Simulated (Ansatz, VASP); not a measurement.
Hf: VASP beside Ansatz

```
Hf
1.0
    -1.73288    1.73288    1.73288
     1.73288   -1.73288    1.73288
     1.73288    1.73288   -1.73288
Hf
1
Direct
  0.00000 0.00000 0.00000
```

Alike in both runs: task single point; functional r2SCAN; k mesh 16 × 16 × 16; occupations gaussian, width 0.1 eV; no spin polarisation.

```csv
,VASP,Ansatz
version,VASP 6.6.1,Ansatz 0.2.0
potentials or method,"VASP PAW PBE potentials, release 64 (Hf_pv)","scalar-relativistic, plane waves, PAW"
plane-wave cutoff (eV),520,500
valence electrons in the cell,10,26
```

|  | VASP | Ansatz | Ansatz less VASP |
| --- | --- | --- | --- |
| gap on the k mesh at the Fermi level (eV) | none | none | - |
| pressure (GPa) | 6.5 | 6.8 | +0.33 |

A gap of «none» marks a metal or a gap that the smearing closes. The functional is the same, so the differences come from potentials, cutoffs and numerics. The two sets of potentials don't hold the same shells in valence.

Caveats: the PAW data sets were made with another functional, which shifts forces and pressure a little (VASP). The runs have no spin-orbit coupling, so splittings on Hf are missing.
